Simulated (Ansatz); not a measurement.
**TePb under changes of volume**

One of the cells (32.055 Å³/atom); the others are scaled copies at fixed shape and fractional positions:

```xyz
2
Lattice="4.0023 0.0000 0.0000 0.0000 4.0023 0.0000 0.0000 0.0000 4.0023" Properties=species:S:1:pos:R:3 pbc="T T T"
Pb    0.0000    0.0000    0.0000
Te    2.0011    2.0011    2.0011
```

Measurements of this composition are mostly on another form, of space group No. 225.

| Quantity | Value |
| --- | --- |
| Program | Ansatz 0.2.0 |
| Functional | PBE |
| Potentials or basis | Ansatz PAW |
| Cutoff | 420 eV (not typed: the program's choice for these potentials) |
| k mesh | 7 × 7 × 7 |
| Occupations | fermi-dirac, width 0.05 eV |
| Spin | no spin polarisation |

| volume (Å³/atom) | energy over the lowest point (meV/atom) | pressure (GPa) |
| --- | --- | --- |
| 30.132 | 16.66 | 2.8 |
| 30.773 | 7.33 | 1.8 |
| 31.414 | 1.89 | 0.8 |
| 32.055 | 0.00 | 0.0 |
| 32.696 | 1.35 | -0.8 |
| 33.337 | ? | ? |
| 33.978 | 12.61 | -2.1 |

Task: What does the run at 33.337 Å³/atom give?

Result: Energy over the lowest point 5.65 meV/atom; pressure -1.5 GPa.

Worked out: A Birch-Murnaghan fit of order 3 (a polynomial in V^(-2/3)) to the other rows has its minimum at 32.10 Å³/atom with B0 = V·E''(V) = 40 GPa and B' = 3.7. It gives 5.64 meV/atom at 33.337 Å³/atom, against the run's 5.65, and -dE/dV = -1.4 GPa, against -1.5.

Energies are extrapolated to zero smearing.
